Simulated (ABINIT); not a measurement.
The system is Al.

```
CELL_PARAMETERS angstrom
0.00000 2.02481 2.02481
2.02481 0.00000 2.02481
2.02481 2.02481 0.00000
ATOMIC_POSITIONS crystal
Al 0.00000 0.00000 0.00000
```

```yaml
Program: ABINIT 10.8.3 (patched build)
Task: relaxation of cell and atoms
Functional: PBEsol
Potentials_or_basis: PseudoDojo NC SR PBEsol v0.4.1 standard
Cutoff: 544 eV
k_mesh: 8 × 8 × 8
Occupations: fermi-dirac, width 0.05 eV
Spin: no spin polarisation
```

At the start: pressure -2.1 GPa; volume 16.60 Å³/atom.

Q: Where does the relaxation end?

A: Over 4 steps the energy falls by 2.7 meV/atom and the volume is 16.19 Å³/atom (-2.5 %); space group Fm-3m (No. 225, to 0.05 Å).

Step by step:
```
step  energy change (eV)  largest force (eV/Å)  pressure (GPa)  volume (Å³)
   1              0.0000                0.0000           -2.06        16.60
   2             -0.0012                0.0000           -1.57        16.50
   3             -0.0027                0.0000            0.05        16.18
   4             -0.0027                0.0000            0.00        16.19
```

Final structure:
```
Al
1.0
     0.00000    2.00785    2.00785
     2.00785    0.00000    2.00785
     2.00785    2.00785    0.00000
Al
1
Direct
  0.00000 0.00000 0.00000
```

The cell as given is a measured one (16.60 Å³/atom); PBEsol puts the equilibrium volume -2.5 % from it, thermal expansion not counted.
